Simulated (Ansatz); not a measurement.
# Sb (R-3m) in Ansatz: settings compared

The runs below take Sb through single point, with PBE0 form with a typed share of exact exchange, PBE0.

Everything below comes from runs of Ansatz 0.2.0. Logs are shortened: lines on timing, memory, paths and dates and some standing lists are left out, and cuts for length are marked.

**1. The crystal as given**

The structure is trigonal, space group R-3m (No. 166). The conventional cell has a = 4.308 Å, b = 4.308 Å, c = 11.274 Å, α = 90.00°, β = 90.00°, γ = 120.00°. Sb (site symmetry 3m) has 3 Sb at 2.91 Å as nearest neighbours.

**2. Single point, PBE0 form with a typed share of exact exchange**

input.yaml reads:

```yaml
crystal:
  lattice:
    - [2.1542, 1.2437279499, 3.758]
    - [-2.1542, 1.2437279499, 3.758]
    - [0.0, -2.4874558998, 3.758]
  atoms:
    - { symbol: Sb, position: [0.76651, 0.76651, 0.76651] }
    - { symbol: Sb, position: [0.23349, 0.23349, 0.23349] }
hamiltonian:
  xc: { exchange: pbe, correlation: pbe, exx: { coeff: 0.15 } }
  pseudopotentials: { kind: paw }
kpoints:
  mp_grid: { grid: [4, 4, 4] }
scf:
  occupations: { method: fermi_dirac, width: 0.05 }
output:
  forces: true
  stress: true
  eigenvalues: true
  write_density: true
  write_potential: true
  elf: true
  volumetric_format: npy
```

Potentials or basis: Ansatz PAW.

Run with:

```bash
$ ansatz run input.yaml --threads 2 --pin off --max-ram 5632MiB --backend cpu --events-out ev --progress --plain --runs-dir out
```

The log of the run:

```text
Warning: output.stress: scf.convergence.dr2_threshold = 1e-7 eV (the SCF's general default) is looser than the 2e-10 eV advised for a printed stress (1e-10 eV for each atom of the cell: 2). What an SCF threshold leaves in a stress goes as its square root, and in the free energy as the threshold itself, and one threshold admits the most on a small cell: of the crystals measured, under no hybrid functional and no lock of the moments, on runs that ended without the residual-converged pass, on stresses that held no estimate of that error, the worst erred by over 100 MPa in a component at 1e-7 eV an atom and by under 5 at 1e-10. Set scf.convergence.dr2_threshold to 2e-10 eV or tighter. The threshold is an SCF's pass mark: one that does not reach it within its budget of iterations ends unconverged, or closes short of it on a stop that the run arms, and scf.convergence.dr2_threshold's page says what that costs each kind of run
Warning: output.stress: scf.exx.energy_threshold = 1e-6 eV is looser than the 2e-8 eV advised for a stress under a hybrid functional (1e-8 eV for each atom of the cell: 2). Every SCF of the exchange loop can meet its threshold on dr2 while the loop round them stops early: no threshold on dr2 bounds what that leaves in the stress. Set scf.exx.energy_threshold to 2e-8 eV or tighter. The threshold is the loop's pass mark: a loop that does not reach it within its budget of cycles ends unconverged, and scf.exx.energy_threshold's page has the law
Warning: RAYON_NUM_THREADS=2 ignored (pool sized by the plan → 2); use --threads N
Engine: ansatz 0.2.0, aarch64-unknown-linux-gnu
Pseudopotentials: kind: paw
Pseudopotential: Sb, paw, valence charge 15, recommended cutoff 420 eV (normal), Sb.paw.azcp
Functional definition: unnamed
  parameter a_1 = 0.15
  exchange = (1 - a_1)*pbe_x + a_1*exact_x
  correlation = pbe_c
Crystal: 2 atoms, lattice volume = 60.411 Å³
Basis set: ecut = 420 eV, 1195 PW (Γ), exchange–correlation on 64×64×64 points (8 copies of the dense FFT grid, shifted against one another)
Bands: 19, of which v1, the nominal top of the filled ones, is band 15 counted from 1 (14 counted from 0)
Symmetry: 12 space group operations
Space group: R-3m (ITA 166), of the structure as read, at distance tolerance 3.9e-5 Å
k-points: 13 of 64
Non-local potential: Sb, projectors of the file, l = 0: 2, l = 1: 2, l = 2: 2, l = 3: 2
PAW form: soft (Blöchl's): semilocal exchange-correlation on the pseudo side does not see the compensation charge
PAW frozen core: Sb, regenerated for the run's functional, and the local potential with it (the file was generated under x = pbe(κ = 0.804, μ = 0.2195149727645171), c = pbe(β = 0.06672455060314922))
PAW one-centre angular grid: Sb, 590 points (default); XC on 64 Gauss nodes
Initial density: superposition of atomic densities (neutral atoms: chi_scale 0, normalization atom), corrected by the library's trained network
Initial wavefunctions: pseudopotential atomic-orbital guess
Functional: x = pbe(κ = 0.804, μ = 0.2195149727645171), c = pbe(β = 0.06672455060314922), warm-up for x = 0.85 pbe(κ = 0.804, μ = 0.2195149727645171) + 0.15 exact, c = pbe(β = 0.06672455060314922)
SCF iter   1: F=—  HF=-12969.000933 eV  |F-HF|=—  |Δ(HF+E_count)|=         —  Δρ=1.55e-3  dr2=1.85e-3  ethr=1.77e-3  ⟨swp⟩=8.0  Hψ=1005  notcnv=0
preconditioner: auto → none  [insulator: Δε(μ)=0.113 eV  Ē_g=8.681 eV  σ=0.050 eV  W_gap=0.51  n_scr=14 (ndim 8)  ℏωp=15.1 eV  f_vac=0.002  D(μ)=0.71/eV (n_scr^D=0)]
SCF iter   2: F=—  HF=-12969.001379 eV  |F-HF|=—  |Δ(HF+E_count)|=   4.46e-4  Δρ=7.48e-4  dr2=2.72e-4  ethr=6.18e-6  ⟨swp⟩=3.2  Hψ=683  notcnv=0  defer=1
iter 3 solved again at ethr=7.91e-8 eV; its pass at ethr=9.07e-7 eV (dr2=2.37e-5 eV) is discarded
SCF iter   3: F=—  HF=-12969.001474 eV  |F-HF|=—  |Δ(HF+E_count)|=   9.55e-5  Δρ=1.84e-4  dr2=2.46e-5  ethr=7.91e-8  ⟨swp⟩=2.6  Hψ=931  notcnv=0
SCF iter   4: F=—  HF=-12969.001481 eV  |F-HF|=—  |Δ(HF+E_count)|=   6.73e-6  Δρ=3.74e-5  dr2=4.98e-7  ethr=7.91e-8  ⟨swp⟩=3.0  Hψ=514  notcnv=0
SCF iter   5: F=—  HF=-12969.001482 eV  |F-HF|=—  |Δ(HF+E_count)|=   5.20e-7  Δρ=5.67e-6  dr2=1.01e-8  ethr=1.66e-9  ⟨swp⟩=3.1  Hψ=639  notcnv=0
SCF iter   6: F=—  HF=-12969.001482 eV  |F-HF|=—  |Δ(HF+E_count)|=   1.20e-8  Δρ=1.35e-6  dr2=8.09e-10  ethr=3.38e-11  ⟨swp⟩=3.5  Hψ=654  notcnv=0
SCF iter   7: F=-12969.001482 eV  HF=-12969.001482 eV  |F-HF|=0.00e0  |Δ(HF+E_count)|=  1.89e-10  Δρ=3.61e-7  dr2=3.22e-11  ethr=2.70e-12  ⟨swp⟩=3.0  Hψ=643  notcnv=0
SCF 1 converged in 7 iterations: F = -12969.001482 eV  dr2 = 3.22e-11
Initial density: handed on by an earlier stage of this run
Initial wavefunctions: those handed on with the density
Functional: x = 0.85 pbe(κ = 0.804, μ = 0.2195149727645171) + 0.15 exact, c = pbe(β = 0.06672455060314922)
Frozen-core exchange: fock
iter 1 solved again at ethr=9.24e-6 eV; its pass at ethr=1.00e-1 eV (dr2=2.77e-3 eV) is discarded
SCF iter   1: F=—  HF=-12973.105530 eV  |F-HF|=—  |Δ(HF+E_count)|=         —  Δρ=2.89e-3  dr2=3.15e-3  ethr=9.24e-6  ⟨swp⟩=4.7  Hψ=1343  notcnv=0
preconditioner: auto → none  [insulator: Δε(μ)=0.454 eV  Ē_g=9.752 eV  σ=0.050 eV  W_gap=0.98  n_scr=14 (ndim 8)  ℏωp=15.1 eV  f_vac=0.001  D(μ)=0.04/eV (n_scr^D=0)]
SCF iter   2: F=—  HF=-12973.104938 eV  |F-HF|=—  |Δ(HF+E_count)|=   5.92e-4  Δρ=1.21e-3  dr2=8.62e-4  ethr=8.88e-6  ⟨swp⟩=2.2  Hψ=447  notcnv=0
SCF iter   3: F=—  HF=-12973.104891 eV  |F-HF|=—  |Δ(HF+E_count)|=   4.79e-5  Δρ=2.89e-4  dr2=4.71e-4  ethr=1.37e-6  ⟨swp⟩=2.2  Hψ=448  notcnv=0
SCF iter   4: F=—  HF=-12973.108535 eV  |F-HF|=—  |Δ(HF+E_count)|=   3.64e-3  Δρ=3.31e-4  dr2=5.23e-5  ethr=6.77e-8  ⟨swp⟩=4.5  Hψ=724  notcnv=0
SCF iter   5: F=—  HF=-12973.108529 eV  |F-HF|=—  |Δ(HF+E_count)|=   6.13e-6  Δρ=5.12e-5  dr2=1.13e-5  ethr=6.77e-8  ⟨swp⟩=3.1  Hψ=524  notcnv=0
SCF iter   6: F=—  HF=-12973.108591 eV  |F-HF|=—  |Δ(HF+E_count)|=   6.20e-5  Δρ=5.77e-5  dr2=2.01e-6  ethr=3.05e-9  ⟨swp⟩=4.4  Hψ=783  notcnv=0
SCF iter   7: F=-12973.108591 eV  HF=-12973.108591 eV  |F-HF|=3.76e-9  |Δ(HF+E_count)|=   2.95e-7  Δρ=3.71e-6  dr2=4.17e-7  ethr=3.05e-9  ⟨swp⟩=3.0  Hψ=523  notcnv=0
SCF 2 stopped early in 7 iterations: F = -12973.108591 eV  dr2 = 4.17e-7
  Residual-converged pass: ⟨swp⟩=4.0  Hψ=631  notcnv=0  max |occ|·‖R‖ = 6.0e-6 eV (tolerance 6.7e-6 eV)  dr2=4.15e-7  dr2_onsite=1.39e-9  max |Δocc| = 2.7e-11
hybrid outer 1: dexx = +4.112e-3 eV, tail = 9.98e-6 eV
Frozen-core exchange: fock
SCF iter   1: F=—  HF=-12973.108485 eV  |F-HF|=—  |Δ(HF+E_count)|=         —  Δρ=2.41e-5  dr2=3.12e-6  ethr=1.66e-7  ⟨swp⟩=3.3  Hψ=546  notcnv=0
preconditioner: auto → none  [insulator: Δε(μ)=0.584 eV  Ē_g=9.760 eV  σ=0.050 eV  W_gap=0.99  n_scr=14 (ndim 8)  ℏωp=15.1 eV  f_vac=0.001  D(μ)=0.01/eV (n_scr^D=0)]
SCF iter   2: F=—  HF=-12973.108485 eV  |F-HF|=—  |Δ(HF+E_count)|=   1.89e-8  Δρ=9.58e-6  dr2=2.70e-6  ethr=1.63e-9  ⟨swp⟩=4.0  Hψ=678  notcnv=0
SCF iter   3: F=—  HF=-12973.108564 eV  |F-HF|=—  |Δ(HF+E_count)|=   7.97e-5  Δρ=1.10e-5  dr2=1.60e-7  ethr=1.29e-10  ⟨swp⟩=4.0  Hψ=849  notcnv=0
SCF iter   4: F=—  HF=-12973.108564 eV  |F-HF|=—  |Δ(HF+E_count)|=   5.86e-8  Δρ=2.97e-6  dr2=2.10e-8  ethr=1.29e-10  ⟨swp⟩=4.0  Hψ=679  notcnv=0
SCF iter   5: F=—  HF=-12973.108564 eV  |F-HF|=—  |Δ(HF+E_count)|=  1.82e-12  Δρ=1.17e-6  dr2=1.73e-8  ethr=1.51e-11  ⟨swp⟩=3.3  Hψ=686  notcnv=0
SCF iter   6: F=—  HF=-12973.108564 eV  |F-HF|=—  |Δ(HF+E_count)|=   1.12e-7  Δρ=1.07e-6  dr2=2.33e-9  ethr=3.17e-12  ⟨swp⟩=4.1  Hψ=699  notcnv=0
SCF iter   7: F=—  HF=-12973.108564 eV  |F-HF|=—  |Δ(HF+E_count)|=  3.37e-10  Δρ=5.50e-7  dr2=1.26e-9  ethr=3.17e-12  ⟨swp⟩=3.0  Hψ=510  notcnv=0
Mixer restart at iter 7: flushing history
SCF iter   8: F=—  HF=-12973.108565 eV  |F-HF|=—  |Δ(HF+E_count)|=   4.53e-9  Δρ=3.79e-7  dr2=2.28e-10  ethr=1.00e-12  ⟨swp⟩=2.9  Hψ=469  notcnv=0
SCF iter   9: F=-12973.108565 eV  HF=-12973.108565 eV  |F-HF|=1.82e-12  |Δ(HF+E_count)|=  4.24e-10  Δρ=2.24e-7  dr2=3.99e-11  ethr=1.00e-12  ⟨swp⟩=2.5  Hψ=454  notcnv=0
SCF 3 converged in 9 iterations: F = -12973.108565 eV  dr2 = 3.99e-11
  Residual-converged pass: ⟨swp⟩=3.5  Hψ=639  notcnv=0  max |occ|·‖R‖ = 2.7e-7 eV (tolerance 2.7e-7 eV)  dr2=4.27e-11  dr2_onsite=9.39e-13  max |Δocc| = 8.1e-15
hybrid outer 2: dexx = +2.633e-7 eV, tail = 1.16e-9 eV, Δε = 1.41e-3 eV (about 2.42e-5 eV left of the loop's levels), ΔF = 3.79e-3 eV/Å (tail 2.87e-4)
hybrid SCF converged: 2 outer / 16 inner (+7 warm-up), last move |dexx| = 2.63e-7 eV, tail = 1.16e-9 eV
Stability not checked: this state was not tested for a lower state beside it, because the functional holds exact exchange (a hybrid, or Hartree-Fock), whose exchange loop this test does not read (fock_operator; see scf.lower_state_search)
Free energy (F): -12973.108565 eV
Frozen-core exchange: fock
Harris-Foulkes:  -12973.108565 eV  (|F-HF|=1.82e-12)
Internal energy: -12973.108382 eV  (E = F + TS)
E sigma→0 (E₀):  -12973.108473 eV
Entropy (-TS):   -0.000182 eV (-0.091 meV/atom)
Fermi energy:    9.813022 eV
--- Per-component energies (eV) ---
  E_band       = -382.181222
  E_kinetic    = 413.476734
  E_local      = -3192.820186  (includes V_loc(G=0)·N_el)
  E_nonlocal   = 724.017902
  E_hartree    = 1449.543563
  E_xc         = -238.821954
  E_vxc        = -166.547705  (∫ρ·V_xc dr)
  E_exx        = -55.989566  (= α·E_x^exact, valence–valence)
  E_paw        = -9137.692432  (= ΣΔE_a)
  E_vpaw       = -947.415862  (= ΣTr[D̂ρ^β])
  E_aug_tail   = -0.000003  (compensation charges beyond the density's cutoff)
  E_ewald      = -2934.870052
  E_core_change = 0.047613  (= ΣΔE_core)
  E_smearing   = -0.000182  (= −TS)
  E_closure    = 0.000000  (closes the sum)
  Σ components = -12973.108565   (vs F -12973.108565, Δ=1.82e-12)
--- Forces (eV/Å), atoms counted from 1 ---
  atom   1  Sb     0.00000000     0.00000000     0.25701647
  atom   2  Sb     0.00000000     0.00000000    -0.25701647
  max |Σ_I F_I| component: 9.25e-18 eV/Å
--- Stress (GPa, compression-positive) ---
        1.810956       0.000000       0.000000
       -0.000000       1.810956      -0.000000
        0.000000      -0.000000       0.919532
  P = ⅓ Tr σ = 1.5138 GPa (15.138 kbar)
--- Band table (eV; the first three rows and the last of 13) ---
  k-point 0: bands = ["-21.2153", "-21.2153", "-21.1252", "-21.1252", "-21.0879", "-21.0043", "-21.0043", "-20.9879", "-20.9226", "-20.9226", "-3.8393", "4.7853", "7.5392", "7.8435", "7.8435", "12.5471", "13.2218", "13.2218", "15.6563"]
  k-point 1: bands = ["-21.1925", "-21.1802", "-21.1133", "-21.1042", "-21.0738", "-21.0205", "-21.0157", "-21.0058", "-20.9540", "-20.9480", "-3.1057", "2.3383", "7.6347", "7.7423", "8.7270", "11.6227", "11.7662", "11.8430", "15.4607"]
  k-point 2: bands = ["-21.1635", "-21.1186", "-21.0938", "-21.0698", "-21.0644", "-21.0535", "-21.0460", "-21.0210", "-20.9932", "-20.9817", "-1.2958", "-0.5353", "7.7035", "7.8254", "9.4958", "10.1075", "10.5085", "10.8009", "18.2307"]
  k-point 12: bands = ["-21.1657", "-21.1657", "-21.1057", "-21.1057", "-21.0663", "-21.0175", "-21.0175", "-21.0074", "-20.9781", "-20.9781", "-2.1705", "0.1317", "8.3813", "8.3813", "9.5235", "10.3978", "10.3978", "11.3653", "17.6647"]
```

It took 14 s on 2 threads of Arm Neoverse V1, shared host; peak memory 0.72 GiB.

What came out:

```yaml
Free_energy: -12973.1086 eV
Pressure: 1.5 GPa
Largest_force: 0.257 eV/Å
Band_gap_on_the_k_mesh: 0.58 eV, indirect (least direct gap 0.61 eV)
```

Forces in eV/Å, atoms in the order of the input:
```
Sb   0.000  0.000  0.257
Sb   0.000  0.000 -0.257
```

Stress tensor (GPa, compression positive):
```
1.81 0.00 0.00
0.00 1.81 0.00
0.00 0.00 0.92
```

Caveat: the k mesh is coarse (spacing up to 0.44 Å⁻¹), so the values aren't converged, least of all with exact exchange; spin-orbit coupling is left out, which moves the levels of the heavy elements; the PAW data sets come from PBE, with cores solved anew for the run's functional, which leaves a small shift of forces and pressure; the thresholds are loose for stress.

[end of part 1 of 2]
